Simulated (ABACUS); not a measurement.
Input of an ABACUS 3.10.1 run:

File INPUT:

```
INPUT_PARAMETERS
suffix              TePb
calculation         nscf
basis_type          pw
pseudo_dir          ./
symmetry            -1
dft_functional      scan
ecutwfc             96.0
pseudo_rcut         10
nspin               1
nbands              25
ks_solver           dav
smearing_method     fd
smearing_sigma      0.00367493
scf_thr             1e-08
scf_nmax            100
mixing_type         broyden
mixing_beta         0.7
mixing_tau          1
init_chg            file
pw_diag_thr         1e-07
out_band            1
kpar                4
```

File STRU:

```
ATOMIC_SPECIES
Pb 207.2000 Pb_ONCV_PBE-1.2.upf
Te 127.6000 Te_ONCV_PBE-1.2.upf

LATTICE_CONSTANT
1.8897261246

LATTICE_VECTORS
0.0000000000 3.2310000000 3.2310000000
3.2310000000 0.0000000000 3.2310000000
3.2310000000 3.2310000000 0.0000000000

ATOMIC_POSITIONS
Cartesian

Pb
0.0
1
0.0000000000 0.0000000000 0.0000000000 1 1 1

Te
0.0
1
3.2310000000 3.2310000000 3.2310000000 1 1 1
```

File KPT:

```
K_POINTS
12
Line
0.00000000 0.00000000 0.00000000 10 // G
0.50000000 0.00000000 0.50000000 10 // X
0.50000000 0.25000000 0.75000000 10 // W
0.37500000 0.37500000 0.75000000 10 // K
0.00000000 0.00000000 0.00000000 10 // G
0.50000000 0.50000000 0.50000000 10 // L
0.62500000 0.25000000 0.62500000 10 // U
0.50000000 0.25000000 0.75000000 10 // W
0.50000000 0.50000000 0.50000000 10 // L
0.37500000 0.37500000 0.75000000 1 // K
0.62500000 0.25000000 0.62500000 10 // U
0.50000000 0.00000000 0.50000000 1 // X
```

Potentials or basis: SG15 ONCV 1.2 PBE, plane waves.

Run with:

```sh
$ OMP_NUM_THREADS=1 mpirun -np 4 abacus > log
```

(1) Estimate the band gap along the path.

Answers

(1) 0.91 eV, direct.

Caveat: the density is read from an earlier self-consistent run, whose mesh may be coarse; spin-orbit coupling is left out, which moves the levels of the heavy elements.

**Measured values to compare with.**

A printed reference work, monograph reports, for a bulk crystal of TePb at 4.2 K: band gap 0.19 eV (direct).

Measured gap of TePb: 0.19 eV (direct; 4.2 K; a printed reference work, monograph). This calculation gives 0.91 eV (+0.72 eV). Spin-orbit coupling on Pb, Te is left out. The value is that of SCAN, without temperature or zero-point motion.
